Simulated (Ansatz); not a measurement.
# Cost against accuracy: kpoints.mp_grid.grid for Y₂O₃ (Ia-3, 40 atoms in the cell)

Cell: a = 9.0469 Å, b = 9.0469 Å, c = 9.0469 Å, α = 109.47°, β = 109.47°, γ = 109.47°.

Computed with LDA (PW92), PAW files made with PBE (plane waves; Ansatz, a program for electronic structure).

Base settings: basis.ecutwfc = 420 eV; kpoints.mp_grid.grid = 3 3 3; hamiltonian.xc = lda; hamiltonian.pseudopotentials = {kind: paw} (the program's default PAW files); scf.occupations.method = fermi_dirac; scf.occupations.width = 0.1 eV.

Misses are taken against the tightest run, 9 9 9, which need not be fully converged itself. The energy is the free energy per atom.

The count of work is k-points × plane waves × bands × iterations; it is no time, and leaves out set-up, grids and terms that scale otherwise. Core times come from one kind of shared machine and are given to one figure; runs under 30 s give none.

The starting cell was generated: these elements placed on a structure prototype, without a prior relaxation; it need not be a known phase or ordering of this composition. Its lattice was rescaled by a random factor within 2.5 % of one.

```
kpoints.mp_grid.grid  energy less reference (meV/atom)  largest difference in the force on any atom (eV/Å)  count of work / reference  core time / reference (rough)
--------------------  --------------------------------  --------------------------------------------------  -------------------------  -----------------------------
1 1 1                                             3.90                                               0.077                      0.022                              –
2 2 2                                             0.02                                               0.000                      0.067                              –
3 3 3                                             0.02                                               0.000                      0.089                              –
4 4 4                                            -0.01                                               0.000                       0.18                              –
5 5 5                                            -0.01                                               0.000                       0.24                            0.2
6 6 6                                            -0.01                                               0.000                       0.40                            0.3
7 7 7                                             0.00                                               0.000                       0.53                            0.5
9 9 9                                             0.00                                               0.000                        1.0                              1
```

Coarsest setting among those run that, with all tighter ones, holds the energy within 1 meV/atom of the reference: 2 2 2, off by 0.02 meV/atom; it needs 0.067 of the reference's count of work.

The step from 1 1 1 to 2 2 2: it takes the miss in the energy from 3.9 to 0.02 meV/atom, for 3.0 times the count of work.

Left out of this page: 1 run of the series stopped by limits of time or memory.

Keys are those of Ansatz 0.2.
